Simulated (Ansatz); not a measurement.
**A trial form of GaAs**

All numbers below come from DFT PBE, scalar-relativistic, plane waves, PAW (Ansatz 0.2.0). Cutoff 420 eV, Gaussian smearing, Γ-centred meshes. Cell and atoms relax first on a coarse mesh and then on a finer one. In between, the cell is made exact in the group found at 0.06 Å. In metals the finer mesh still leaves noise of several meV/atom or more. The steps can't lower the symmetry of their start. No spin polarisation.

The cell of GaAs is invented: ordered vacancies on the anion sites of fluorite (P4_2/mmc, No. 131) (occupants of the shared sites, in ratio, As: 2, vacant: 2). Lengths were set from tabulated atomic sizes, so they are only a guess.

Space group P4_2/mmc (No. 131). a = 5.204 Å, b = 5.204 Å, c = 7.360 Å, α = 90.00°, β = 90.00°, γ = 90.00°
```
atom  site  symmetry       x       y       z
  Ga    2c      mmm.  0.0000  0.5000  0.0000
  As    2f      -4m2  0.5000  0.5000  0.2500
```

The zero of energy is the elements' standard structures at the same level; no fitted shifts are applied.

Question: What does it relax into?

Answer: The symmetry stays P4_2/mmc (No. 131). The volume per atom shrinks by 50.2 %, from 49.8 to 24.8 Å³. The shortest distance goes from 3.19 Å (Ga–As) to 2.56 Å (Ga–As). The ratio c/a of the conventional cell changes by a factor of 1.26. The energy falls by about 0.76 eV/atom (the start's value is from the coarse mesh). Conventional cell: a = 3.817 Å, c = 6.815 Å. Ga has 4 As at 2.56 Å; As has 4 Ga at 2.56 Å.

```cif
data_structure
_symmetry_space_group_name_H-M 'P4_2/mmc'
_symmetry_Int_Tables_number 131
_cell_length_a 3.8170
_cell_length_b 3.8170
_cell_length_c 6.8151
_cell_angle_alpha 90.000
_cell_angle_beta 90.000
_cell_angle_gamma 90.000
_cell_volume 99.29
loop_
_atom_site_label
_atom_site_type_symbol
_atom_site_symmetry_multiplicity
_atom_site_Wyckoff_symbol
_atom_site_fract_x
_atom_site_fract_y
_atom_site_fract_z
_atom_site_occupancy
Ga1 Ga 2 c 0.00000 0.50000 0.00000 1
As1 As 2 f 0.50000 0.50000 0.25000 1
```

Question: How does it come out in energy, and is it a metal?

Answer:

| Quantity | Value |
| --- | --- |
| Energy over the elements | +0.20 eV/atom |
| Gap on the 12×12×8 mesh of the 4-atom cell | 0 eV (a metal) |

A positive value: parting into the elements would lower its energy.

The last run used Gaussian smearing of 0.10 eV. The reference form of As is held partly by dispersion forces, which this level lacks. A structure relaxed within its symmetry needn't be a true minimum. Another cell of GaAs relaxed alike, in P4/mmm, lies 148 meV/atom lower, so this cell isn't the stable form at this level.
